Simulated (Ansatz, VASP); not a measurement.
# TaAgS3: VASP beside Ansatz, part 3 of 3

One calculation is typed for both programs; each brings its own data sets. How far apart do they land? The cell is generated by rule, not measured, and may not be a known phase. The cell is taken from a series of runs on this material, whose earlier steps may have relaxed, scaled, displaced or heated it; both programs get it as it stands.

VASP 6.6.1 and Ansatz 0.2.0.

So far: Set-up; Ansatz: relaxation of cell and atoms, PBE, pair 1; VASP: relaxation of cell and atoms, PBE, pair 1; Side by side; VASP: relaxation of cell and atoms, PBE, pair 2; Ansatz: relaxation of cell and atoms, PBE, pair 2.

## 8. Ansatz: relaxation of cell and atoms, PBE, pair 3

Level of this step: Ansatz beside VASP: Kohn-Sham DFT, plane waves, PBE (Ansatz).

The relaxed volume is the usual yardstick between codes: in a stiff, nearly cubic crystal its relative difference is about their pressure difference at one cell divided by the bulk modulus. Its start cell is another than that of the pair before, and may be another structure of the material.

The cell is taken from a series of runs on this material, whose earlier steps may have relaxed, scaled, displaced or heated it; both programs get it as it stands.

input.yaml

```yaml
crystal:
  lattice:
    - [-3.5448445415, 4.5701131508, 3.081379846]
    - [3.5448445415, -4.5701131508, 3.081379846]
    - [3.5448445415, 4.5701131508, -3.081379846]
  atoms:
    - { symbol: Ag, position: [0.3136960533, 0.0636960533, 0.25] }
    - { symbol: Ag, position: [0.6863039467, 0.9363039467, 0.75] }
    - { symbol: Ta, position: [0.5, 0.5, 0.0] }
    - { symbol: Ta, position: [0.0, 0.5, 0.5] }
    - { symbol: S, position: [0.9047325385, 0.6547325385, 0.25] }
    - { symbol: S, position: [0.0952674615, 0.3452674615, 0.75] }
    - { symbol: S, position: [0.3217199194, 0.0, 0.8217199194] }
    - { symbol: S, position: [0.6782800806, 0.0, 0.1782800806] }
    - { symbol: S, position: [0.6782800806, 0.5, 0.6782800806] }
    - { symbol: S, position: [0.3217199194, 0.5, 0.3217199194] }
kpoints:
  mp_grid: { grid: [8, 8, 8] }
hamiltonian:
  xc: pbe
  pseudopotentials: { kind: paw, azcp: { folder: soft_1 } }
scf:
  occupations: { method: methfessel_paxton, width: 0.2 }
output:
  forces: true
  stress: true
  eigenvalues: true
relax:
  adjacent_minimum: "off"
  f_tol: 0.001
  max_steps: 60
  cell: { stress_tol: 0.01 }
```

On the command line:

```console
$ ansatz run input.yaml --threads 4 --pin off --max-ram 16384MiB --backend cpu --events-out ev --progress --plain --runs-dir out
```

Numbers of over 12 decimals in the logs are rounded to 6 here.

What it wrote:

```text
[...]
Crystal: 10 atoms, lattice volume = 199.678 Å³
Basis set: ecut = 420 eV, 3875 PW (Γ), exchange–correlation on 90×90×90 points (8 copies of the dense FFT grid, shifted against one another)
Bands: 60, of which v1, the nominal top of the filled ones, is band 50 counted from 1 (49 counted from 0)
Symmetry: 8 space group operations
[...]
k-points: 95 of 512
[...]
- { symbol: Ta, position: [0.5, 0.5, 0] }
    - { symbol: Ta, position: [0, 0.5, 0.5] }
    - { symbol: S, position: [0.904737, 0.654737, 0.250000] }
    - { symbol: S, position: [0.095263, 0.345263, 0.75] }
    - { symbol: S, position: [0.321710, -5.551115123125783e-17, 0.821710] }
    - { symbol: S, position: [0.678290, -2.7755575615628914e-17, 0.178290] }
    - { symbol: S, position: [0.678290, 0.5, 0.678290] }
    - { symbol: S, position: [0.321710, 0.5, 0.321710] }
[key lines of the parts left out:]
SCF converged after 6 iterations
Free energy (F): -40465.380405 eV
Fermi energy:    9.652583 eV
P = ⅓ Tr σ = 0.0003 GPa (0.003 kbar)
```

## 9. VASP: relaxation of cell and atoms, PBE, pair 3

The same cell, functional, mesh and smearing now go to VASP, with its own data sets.

INCAR

```
SYSTEM = TaAgS3
PREC = Accurate
ENCUT = 500
EDIFF = 1E-07
NELM = 120
ISMEAR = 1
SIGMA = 0.2
LREAL = .FALSE.
ALGO = Normal
GGA = PE
NBANDS = 50
LASPH = .TRUE.
LORBIT = 11
LWAVE = .FALSE.
LCHARG = .FALSE.
ISIF = 3
IBRION = 2
NSW = 80
EDIFFG = -0.005
GGA_COMPAT = .FALSE.
NELMIN = 4
KPAR = 2
```

POSCAR

```
TaAgS3
1.0
   -3.5448450000      4.5701130000      3.0813800000
    3.5448450000     -4.5701130000      3.0813800000
    3.5448450000      4.5701130000     -3.0813800000
Ag Ta S
2 2 6
Direct
    0.3136960286      0.0636959739      0.2500000547
    0.6863039186      0.9363038639      0.7500000547
    0.5000000000      0.5000000000      0.0000000000
    0.0000000000      0.5000000000      0.5000000000
    0.9047325122      0.6547324575      0.2500000547
    0.0952675972      0.3452675425      0.7500000547
    0.3217198896      0.9999999295      0.8217198191
    0.6782801104      0.0000000705      0.1782801809
    0.6782801104      0.4999999295      0.6782800398
    0.3217198896      0.4999999295      0.3217198191
```

KPOINTS

```
Automatic mesh
0
Gamma
8 8 8
0 0 0
```

The projector-augmented-wave data sets are Ag, Ta_pv and S (PBE family, release 64).

On the command line:

```console
$ mpirun -np 2 vasp_std
```

What it wrote:

```text
[... set-up lines as in an earlier step ...]
 entering main loop
       N       E                     dE             d eps       ncg     rms          rms(c)
DAV:   1     0.584769903201E+03    0.58477E+03   -0.38536E+04  9764   0.145E+03
DAV:   2    -0.240385772163E+02   -0.60881E+03   -0.58534E+03 10984   0.344E+02
DAV:   3    -0.641261398568E+02   -0.40088E+02   -0.39170E+02 11592   0.826E+01
DAV:   4    -0.651252297783E+02   -0.99909E+00   -0.99376E+00 11320   0.140E+01
[...]
DAV:  15    -0.590066012495E+02   -0.34266E-06   -0.18913E-06 11038   0.859E-03    0.475E-03
DAV:  16    -0.590066011067E+02    0.14286E-06   -0.39959E-07  9874   0.271E-03    0.294E-03
DAV:  17    -0.590066010358E+02    0.70878E-07   -0.56685E-08  5640   0.106E-03
   1 F= -.59006601E+02 E0= -.59008259E+02  d E =-.590066E+02
[...]
2 F= -.59006633E+02 E0= -.59008290E+02  d E =-.317663E-04
[...]
3 F= -.59006636E+02 E0= -.59008293E+02  d E =-.345454E-04
[...]
4 F= -.59006660E+02 E0= -.59008318E+02  d E =-.240064E-04
[...]
5 F= -.59006670E+02 E0= -.59008330E+02  d E =-.346906E-04
[...]
reached required accuracy - stopping structural energy minimisation
```

Parts of OUTCAR (step 9):

```text
  Total       -0.0000726      0.0210209     -0.0115960      0.0000000      0.0000000      0.0000000
  in kB       -0.0005833      0.1687873     -0.0931102      0.0000000      0.0000000      0.0000000
  external PRESSURE =       0.0250313 kB  Pullay stress =       0.0000000 kB

 POSITION                                       TOTAL-FORCE (eV/Angst)
 -----------------------------------------------------------------------------------
      0.00000      2.28420      0.39275        -0.000000      0.000000      0.000902
      3.54435      2.28420      2.68804         0.000000      0.000000     -0.000902
      0.00000      0.00000      3.08079        -0.000000      0.000000      0.000000
      3.54435      0.00000      0.00000        -0.000000      0.000000     -0.000000
      0.00000      2.28420      4.03552         0.000000      0.000000      0.001738
      3.54435      2.28420     -0.95473        -0.000000      0.000000     -0.001738
      5.31653      0.65711      1.54040        -0.000000     -0.000683      0.000000
     -1.77217      3.91129      1.54040         0.000000      0.000683      0.000000
      1.77217      3.91129      1.54040        -0.000000      0.000683     -0.000000
      1.77217      0.65711      1.54040         0.000000     -0.000683      0.000000
 -----------------------------------------------------------------------------------
    total drift:                                0.000408      0.000964     -0.001173

  FREE ENERGIE OF THE ION-ELECTRON SYSTEM (eV)
  ---------------------------------------------------
  free  energy   TOTEN  =       -59.0066702718 eV

  energy  without entropy=      -59.0116485849  energy(sigma->0) =      -59.00832971

[... 1 part as in an earlier step ...]

[... 3 further parts left out ...]
[key lines of the parts left out:]
E-fermi :   5.0583
```

The run keeps the 8 symmetry operations of its start, so it cannot find a distortion of lower symmetry.

## 10. Side by side

What differs besides the data sets and the points named for the pairs above, as far as they apply: the data sets hold 100 valence electrons in Ansatz (on its PAW soft_1 files) and 80 in VASP. Total energies have different zeros and are not compared.

Both answers:

| quantity | Ansatz | VASP | difference |
| --- | --- | --- | --- |
| volume (Å³) | 199.67 | 199.54 | +0.07 % |
| edge a after relaxation, in the typed setting (Å) | 6.553 | 6.552 | +0.03 % |

## 11. What came out

```
difference in volume (relaxation of cell and atoms, PBE, pair 1) : 0.076 %
difference in volume (relaxation of cell and atoms, PBE, pair 2) : 0.083 %
difference in volume (relaxation of cell and atoms, PBE, pair 3) : 0.066 %
```

The difference in volume is 0.083 % (relaxation of cell and atoms, PBE, pair 2), within the 1.2 % picked in this series as the mark of a large difference, as far as the stopping tolerances let one tell. The data sets hold unlike numbers of valence electrons (100 in Ansatz and 80 in VASP), so part of the differences may come from the potentials. 1 further pair of this series is not shown here. How closely two codes agree says nothing of how well the functional describes the real material.

[Lines on the potential files, build, host, timing and source positions are cut from VASP's logs without a mark.]

[Logs are printed without paths, hosts, clocks, repeated set-up lines and the standing remarks that a program may print on its own settings, such as how far it seeks lower states.]

[Hosts, paths, dates, database ids (printed as entryN), source tags and the programs' standing remarks are cut or masked in the printed files.]
